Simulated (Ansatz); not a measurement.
Tc:

```
Tc
1.0
     2.73936    0.00000    0.00000
    -1.36968    2.37235    0.00000
     0.00000    0.00000    8.76968
Tc
4
Cartesian
  1.3697 0.7908 6.5773
  0.0000 0.0000 4.3848
  0.0000 1.5816 2.1924
  0.0000 0.0000 0.0000
```

| Quantity | Value |
| --- | --- |
| Program | Ansatz 0.2.0 |
| Task | single point |
| Functional | PBEsol |
| Potentials or basis | all-electron LAPW, scalar-relativistic |
| Cutoff | 262 eV (chosen from the basis error) |
| Basis error allowed | 0.001 eV/atom |
| k mesh | 11 × 11 × 3 |
| Occupations | fermi-dirac, width 0.05 eV |
| Spin | no spin polarisation |

On this cell: pressure -5.3 GPa; largest force under 0.003 eV/Å; band gap on the k mesh none (metal or under the smearing width).

The same run follows on a disturbed copy (atoms moved at random, drawn with an rms of 0.05 Å):

```
Tc
1.0
     2.73936    0.00000    0.00000
    -1.36968    2.37235    0.00000
     0.00000    0.00000    8.76968
Tc
4
Direct
  0.65033 0.32669 0.75340
  0.00672 0.99881 0.50295
  0.34329 0.67664 0.24331
  0.00310 0.00164 0.99845
```

Question: What changes?

Answer: The energy (extrapolated to zero smearing) moves by +11.0 meV/atom; pressure -4.8 GPa; largest force 0.770 eV/Å; band gap on the k mesh none (metal or under the smearing width).

Forces on the atoms (eV/Å):
```
Tc   0.195  0.076 -0.741
Tc  -0.120  0.009 -0.261
Tc  -0.033 -0.093  0.694
Tc  -0.043  0.008  0.308
```

Stress tensor (GPa, compression positive):
```
-5.15  0.51  0.01
 0.51 -5.85 -0.13
 0.01 -0.13 -3.35
```
